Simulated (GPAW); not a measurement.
# Calculated records

**Quasiparticle gap of CdSe (Cadmoselite) in GPAW**

The structure is hexagonal, space group P6_3mc (No. 186). The conventional cell has a = 4.300 Å, b = 4.300 Å, c = 7.020 Å, α = 90.00°, β = 90.00°, γ = 120.00°. Nearest to Cd lie 4 Se at 2.61 to 2.70 Å. Se has 4 Cd at 2.61 to 2.70 Å nearest. Farther neighbours and most contacts between anions are not listed.

```
Cd Se
1.0
     4.30000    0.00000    0.00000
    -2.15000    3.72391    0.00000
     0.00000    0.00000    7.02000
Cd Se
2 2
Direct
  0.33333 0.66667 0.00000
  0.66667 0.33333 0.50000
  0.33333 0.66667 0.38500
  0.66667 0.33333 0.88500
```

```
method               : DFT, LDA, plane waves, PAW (and 1 further level or step)
program              : GPAW 26.7.0
settings of one run  : cutoff 450 eV, GPAW PAW setups 1.2.1 data release, 3×3×2 k-mesh, nbands 1018
cost                 : 4 runs, 3.8 min in all on 4 MPI ranks of AMD EPYC 7R43, shared host (the runs of this entry)
notes                : The database entry behind the starting cell differs from later determinations by our own check (inner coordinate of an old entry). The cell and positions come from the Crystallography Open Database and are kept as given unless a step says otherwise. Limits: no spin-orbit coupling. Bands and cutoff are finite, so the gap is not at the basis limit. The miss can reach some tenths of an eV and take either sign; the mesh is an error of its own. The 3×3×2 mesh is coarse for this cell, which bears on the long-range parts of exchange and screening.
LDA gap              : 0.42 eV, direct
G0W0 gap on the mesh : 1.33 eV
GW settings          : 3×3×2 mesh, 468 bands, screening to 150 eV, Godby-Needs plasmon pole
known limits         : not at the basis limit; no spin-orbit coupling; coarse k mesh
```

G0W0 moves the gap on the mesh from 0.42 eV to 1.33 eV (+0.91 eV), with Z of 0.78 and 0.80 at the edges. Only 1 of the mesh's irreducible points was corrected, so a valley elsewhere could overtake.

[Paths, hosts, dates, memory and timing lines, banners, echoed tables and standing remarks are left out of the program output.]

[Logs are printed without paths, hosts, clocks, repeated set-up lines and the standing remarks that a program may print on its own settings, such as how far it seeks lower states.]

[Runs of the session that timed out or met a known fault of the program may be left out.]

[Hosts, paths, dates, database ids (printed as entryN), source tags and the programs' standing remarks are cut or masked in the printed files.]
